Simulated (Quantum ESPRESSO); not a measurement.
# Os under changes of volume

One of the cells (13.982 Å³/atom); the others are scaled copies at fixed shape and fractional positions:

```
CELL_PARAMETERS angstrom
2.73410 0.00000 0.00000
-1.36705 2.36780 0.00000
0.00000 0.00000 4.31970
ATOMIC_POSITIONS crystal
Os 0.66667 0.33333 0.75000
Os 0.33333 0.66667 0.25000
```

```yaml
Program: Quantum ESPRESSO 7.5
Functional: PBEsol
Potentials_or_basis: PseudoDojo 0.4.1 SR PBEsol standard
Cutoff: 1007 eV
Density_cutoff: 4027 eV
k_mesh: 11 × 11 × 6
Occupations: fermi-dirac, width 0.05 eV
Spin: no spin polarisation
```

| volume (Å³/atom) | energy over the lowest point (meV/atom) | pressure (GPa) |
| --- | --- | --- |
| 13.143 | 57.23 | 26.8 |
| 13.423 | 20.43 | 15.6 |
| 13.703 | ? | ? |
| 13.982 | 0.00 | -3.1 |
| 14.262 | 12.57 | -11.0 |
| 14.542 | 38.12 | -18.0 |
| 14.821 | 75.23 | -24.3 |

Task: What does the run at 13.703 Å³/atom give?

Result: Energy over the lowest point 2.02 meV/atom; pressure 5.7 GPa.

Worked out: A Birch-Murnaghan fit of order 3 (a polynomial in V^(-2/3)) to the other rows has its minimum at 13.88 Å³/atom with B0 = V·E''(V) = 432 GPa and B' = 4.7 at fixed shape and positions, which overstates the stiffness. It gives 2.03 meV/atom at 13.703 Å³/atom, against the run's 2.02, and -dE/dV = 5.7 GPa, against 5.7.

Energies are extrapolated to zero smearing.
